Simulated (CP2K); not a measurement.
Set up this calculation in CP2K 2026.2, as the native input.

| Quantity | Value |
| --- | --- |
| Task | band structure |
| Functional | LDA |
| Potentials or basis | GTH_POTENTIALS Hf GTH-PADE-q12, O GTH-PADE-q6; TZVP-MOLOPT-PBE-GTH basis |
| Density cutoff | 8163 eV |
| k mesh | 9 × 9 × 9 |
| Occupations | fermi-dirac, width 0.05 eV |
| Spin | no spin polarisation |
| SCF solver | diagonalisation with k points |
| Quickstep method | GPW |
| EPS_DEFAULT | 1.0E-9 |
| EPS_SCF | 1.0E-6 |
| MAX_SCF | 100 |
| SCF_GUESS | ATOMIC |
| k points reduced by the point group | yes |
| Mesh centred on Gamma | yes |
| CHOLESKY | OFF |
| EPS_EIGVAL | 1.0E-7 |
| MIXING METHOD | BROYDEN_MIXING |
| MIXING ALPHA | 0.4 |
| NBUFFER | 8 |
| NGRIDS | 4 |
| Basis sets | Hf TZVP-MOLOPT-PBE-GTH-q12, O TZVP-MOLOPT-PBE-GTH-q6 |
| Potentials | Hf GTH-PADE-q12 of GTH_POTENTIALS, O GTH-PADE-q6 of GTH_POTENTIALS |
| ADDED_MOS | [15] |
| Points a segment of the path (NPOINTS) | 6 |
| Bands added on the path | 4 |
| REL_CUTOFF (Ry) | 60 Ry |
| MIXING BETA (1/bohr) | 1.5 1/bohr |
| CUTOFF of the grids | 600 Ry |

The system is HfO2.

```xyz
3
Lattice="3.6169 0.0000 0.0000 1.8084 3.1323 0.0000 1.8084 1.0441 2.9531" Properties=species:S:1:pos:R:3 pbc="T T T"
Hf    0.0000    0.0000    0.0000
O     5.4253    3.1323    2.2149
O     1.8084    1.0441    0.7383
```

Measurements of this composition are mostly on another form, of space group No. 14.

These files were run (other wordings do the same):

hfo2_bands.inp

```
&GLOBAL
  PROJECT hfo2_bands
  RUN_TYPE ENERGY_FORCE
  PRINT_LEVEL LOW
&END GLOBAL
&FORCE_EVAL
  METHOD QS
  STRESS_TENSOR ANALYTICAL
  &DFT
    BASIS_SET_FILE_NAME BASIS_MOLOPT_UZH
    POTENTIAL_FILE_NAME GTH_POTENTIALS
    &MGRID
      CUTOFF 600
      REL_CUTOFF 60
      NGRIDS 4
    &END MGRID
    &QS
      METHOD GPW
      EPS_DEFAULT 1.0E-9
    &END QS
    &KPOINTS
      SCHEME MONKHORST-PACK 9 9 9
      GAMMA_CENTERED T
      SYMMETRY T
      SYMMETRY_BACKEND SPGLIB
    &END KPOINTS
    &SCF
      SCF_GUESS ATOMIC
      EPS_SCF 1.0E-6
      MAX_SCF 100
      ADDED_MOS 15
      CHOLESKY OFF
      EPS_EIGVAL 1.0E-7
      &DIAGONALIZATION ON
        ALGORITHM STANDARD
      &END DIAGONALIZATION
      &MIXING ON
        METHOD BROYDEN_MIXING
        ALPHA 0.4
        BETA 1.5
        NBUFFER 8
      &END MIXING
      &SMEAR ON
        METHOD FERMI_DIRAC
        ELECTRONIC_TEMPERATURE 580.23
      &END SMEAR
    &END SCF
    &XC
      &XC_FUNCTIONAL
        &LDA_X
        &END LDA_X
        &LDA_C_PW
        &END LDA_C_PW
      &END XC_FUNCTIONAL
    &END XC
    &PRINT
      &KPOINTS ON
      &END KPOINTS
      &MULLIKEN ON
      &END MULLIKEN
      &MO ON
        ENERGIES T
        OCCUPATION_NUMBERS T
        &EACH
          QS_SCF 0
        &END EACH
        ADD_LAST NUMERIC
      &END MO
      &BAND_STRUCTURE
        FILE_NAME bands.bs
        ADDED_MOS 4
        &KPOINT_SET
          UNITS B_VECTOR
          NPOINTS 6
          SPECIAL_POINT GAMMA 0.00000000 0.00000000 0.00000000
          SPECIAL_POINT X 0.50000000 0.00000000 0.50000000
          SPECIAL_POINT W 0.50000000 0.25000000 0.75000000
          SPECIAL_POINT K 0.37500000 0.37500000 0.75000000
          SPECIAL_POINT GAMMA 0.00000000 0.00000000 0.00000000
          SPECIAL_POINT L 0.50000000 0.50000000 0.50000000
          SPECIAL_POINT U 0.62500000 0.25000000 0.62500000
          SPECIAL_POINT W 0.50000000 0.25000000 0.75000000
          SPECIAL_POINT L 0.50000000 0.50000000 0.50000000
          SPECIAL_POINT K 0.37500000 0.37500000 0.75000000
        &END KPOINT_SET
        &KPOINT_SET
          UNITS B_VECTOR
          NPOINTS 6
          SPECIAL_POINT U 0.62500000 0.25000000 0.62500000
          SPECIAL_POINT X 0.50000000 0.00000000 0.50000000
        &END KPOINT_SET
      &END BAND_STRUCTURE
    &END PRINT
  &END DFT
  &SUBSYS
    &CELL
      A 3.6168511858 0.0000000000 0.0000000000
      B 1.8084255929 3.1322850086 0.0000000000
      C 1.8084255929 1.0440950029 2.9531466269
      PERIODIC XYZ
    &END CELL
    &COORD
      SCALED
      Hf  0.0000000000 0.0000000000 0.0000000000
      O   0.7500000000 0.7500000000 0.7500000000
      O   0.2500000000 0.2500000000 0.2500000000
    &END COORD
    &KIND Hf
      BASIS_SET TZVP-MOLOPT-PBE-GTH-q12
      POTENTIAL GTH-PADE-q12
    &END KIND
    &KIND O
      BASIS_SET TZVP-MOLOPT-PBE-GTH-q6
      POTENTIAL GTH-PADE-q6
    &END KIND
    &PRINT
      &ATOMIC_COORDINATES ON
      &END ATOMIC_COORDINATES
      &CELL ON
      &END CELL
    &END PRINT
  &END SUBSYS
  &PRINT
    &FORCES ON
    &END FORCES
    &STRESS_TENSOR ON
    &END STRESS_TENSOR
  &END PRINT
&END FORCE_EVAL
```

Potentials or basis: GTH_POTENTIALS Hf GTH-PADE-q12, O GTH-PADE-q6; TZVP-MOLOPT-PBE-GTH basis.

Run with:

```sh
$ OMP_NUM_THREADS=1 cp2k.psmp -i hfo2_bands.inp -o hfo2_bands.out
```

It gave:

```json
{
 "Pressure": "-30.3 GPa",
 "Band gap on the k mesh": "3.73 eV, indirect (least direct gap 4.16 eV)",
 "Band gap along the path": "3.68 eV, indirect (least direct gap 3.91 eV)",
 "Mulliken charges": "Hf +0.80; O -0.40 e"
}
```

Caveat: Mulliken charges move with the basis; a pressure of tens of GPa on the cell as given is suspect, and the run, the potentials or the cell itself is likely at fault; spin-orbit coupling is left out, which moves the levels of the heavy elements; the basis of atomic orbitals isn't converged, which shifts pressures, moduli and gaps.

Run time: 59 s on 1 thread of Arm Neoverse V2 (shared host), peak memory 0.34 GiB.
